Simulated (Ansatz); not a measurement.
# Zone-centre modes in CdTe

Method: DFT r2SCAN, scalar-relativistic, plane waves, PAW in Ansatz. Settings: plane waves to 500 eV, k-mesh 6×6×8 (Γ-centred), Gaussian smearing 0.05 eV. No spin polarisation.

Reference structure (relaxed at this level):

```yaml
crystal:
  lattice:
    - [0.00000, -3.27790, -3.27790]
    - [-3.27790, 0.00000, -3.27790]
    - [3.27790, 3.27790, -6.55579]
  atoms:
    - { symbol: Cd, position: [0.00000, 0.00000, 0.00000] }
    - { symbol: Cd, position: [0.50000, 0.50000, 0.50000] }
    - { symbol: Te, position: [0.37500, 0.37500, 0.87500] }
    - { symbol: Te, position: [0.87500, 0.87500, 0.37500] }
```

Harmonic modes by finite displacements of 0.02 Å, without the LO–TO term. The cell doubles the primitive one, so its zone centre also holds the primitive cell's point q = (0, 0, 1/2).

At this geometry, is the structure stable against these modes?

Yes: no mode is imaginary beyond 10 cm⁻¹, and only the three translations lie near zero.

List the wavenumbers in cm⁻¹.

0, 0, 0, 29, 29, 107, 136, 136, 136, 139, 139, 142.

Cost: 1 run of about 14 core-minutes, on Arm Neoverse V2 (shared hosts).